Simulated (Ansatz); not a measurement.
K2S (Fm-3m) from a database structure (r2SCAN geometry), in Ansatz:

```cif
data_structure
_symmetry_space_group_name_H-M 'P 1'
_symmetry_Int_Tables_number 1
_cell_length_a 5.2364
_cell_length_b 5.2364
_cell_length_c 5.2364
_cell_angle_alpha 60.000
_cell_angle_beta 60.000
_cell_angle_gamma 60.000
_cell_volume 101.53
loop_
_atom_site_label
_atom_site_type_symbol
_atom_site_fract_x
_atom_site_fract_y
_atom_site_fract_z
_atom_site_occupancy
K1 K 0.75000 0.75000 0.75000 1
K2 K 0.25000 0.25000 0.25000 1
S1 S 0.00000 0.00000 0.00000 1
```

G0W0@PBE with 752 empty bands, a screening cutoff of 220 eV and a 4×4×4 mesh (PAW, contour deformation) gives 3.983 eV over the mesh points, from a PBE gap of 2.381 eV; it sums over 764 bands with 749 plane waves in the screening and a wave cutoff of 420 eV. The G0W0 figures hold for the stated bands, cutoff and mesh and aren't extrapolated. Calculated for a static, non-magnetic cell.

Question: Estimate the gap with empty bands 1382, screening cutoff 300 eV.

Answer: 4.006 eV (+0.023 eV), from a Kohn-Sham gap of 2.381 eV.

Question: Another run gave a Kohn-Sham gap of 2.380 eV and a G0W0 gap of 3.975 eV, summing over 764 bands with 749 plane waves in the screening and a wave cutoff of 850 eV. What was changed?

Answer: Potentials of the kind norm-conserving. The wave cutoff gives it away.
